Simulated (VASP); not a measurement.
Set up this calculation in VASP 6.6.1, as the native input.

* Task: evGW0 quasiparticle levels
* Functional: PBE
* Potentials or basis: VASP PAW PBE potentials, release 64 (K_sv_GW, Cl_GW)
* Cutoff: 500 eV
* k mesh: 4 × 4 × 4
* Occupations: gaussian, width 0.01 eV
* Spin: no spin polarisation
* Ladder: gaps
* GW scheme: evGW0
* GW iterations: 4
* Cutoff of the response function: 150
* Frequency points: 50
* Empty bands: 236
* Further INCAR settings: ALGO = EVGW0; EDIFF = 1e-08; NBANDS = 244

Crystal: KCl.

```xyz
2
Lattice="3.8392 0.0000 0.0000 0.0000 3.8392 0.0000 0.0000 0.0000 3.8392" Properties=species:S:1:pos:R:3 pbc="T T T"
K     0.0000    0.0000    0.0000
Cl    1.9196    1.9196    1.9196
```

Measurements of this composition are mostly on another form, of space group No. 225.

These files were run (other wordings do the same):

POSCAR

```
KCl
1.0
    3.8391960000      0.0000000000      0.0000000000
    0.0000000000      3.8391960000      0.0000000000
    0.0000000000      0.0000000000      3.8391960000
K Cl
1 1
Direct
    0.0000000000      0.0000000000      0.0000000000
    0.5000000000      0.5000000000      0.5000000000
```

INCAR.step1

```
ALGO = Normal
EDIFF = 1E-8
ENCUT = 500
GGA = PE
ISMEAR = 0
KPAR = 4
LASPH = True
LCHARG = False
LREAL = False
LWAVE = True
NELM = 80
PREC = Accurate
SIGMA = 0.01
```

INCAR.step2

```
ALGO = Exact
EDIFF = 1E-8
ENCUT = 500
GGA = PE
ISMEAR = 0
ISTART = 1
KPAR = 4
LASPH = True
LCHARG = False
LOPTICS = True
LREAL = False
LWAVE = True
NBANDS = 244
NELM = 1
PREC = Accurate
SIGMA = 0.01
```

INCAR.step3

```
ALGO = EVGW0
EDIFF = 1E-8
ENCUT = 500
ENCUTGW = 150
GGA = PE
ISMEAR = 0
ISTART = 1
KPAR = 4
LASPH = True
LCHARG = False
LREAL = False
LWAVE = False
NBANDS = 244
NBANDSGW = 16
NELMGW = 4
NOMEGA = 50
PREC = Accurate
PRECFOCK = Fast
SIGMA = 0.01
```

KPOINTS

```
k-points
0
Gamma
  4 4 4
```

Potentials or basis: VASP PAW PBE potentials, release 64 (K_sv_GW, Cl_GW).

Launch:

```sh
$ cat potpaw_PBE.64/K_sv_GW/POTCAR potpaw_PBE.64/Cl_GW/POTCAR > POTCAR
$ cp INCAR.step1 INCAR
$ mpirun -np 4 vasp_std > vasp.out
$ cp INCAR.step2 INCAR
$ mpirun -np 4 vasp_std > vasp.out
$ cp INCAR.step3 INCAR
$ mpirun -np 4 vasp_std > vasp.out
```

It gave:

```yaml
Band_gap_on_the_k_mesh_mean-field_level: 4.80 eV, indirect (least direct gap 5.00 eV)
Quasiparticle_gap: 7.93 eV
Least_direct_quasiparticle_gap: 8.17 eV
```

Caveat: bands, screening cutoff and mesh are small and nothing is extrapolated, so the quasiparticle values aren't converged.

It took 2.5 min on 4 MPI ranks on Intel(R) Xeon(R) 6975P-C (Granite Rapids) (shared host), peak memory 0.64 GiB a rank.
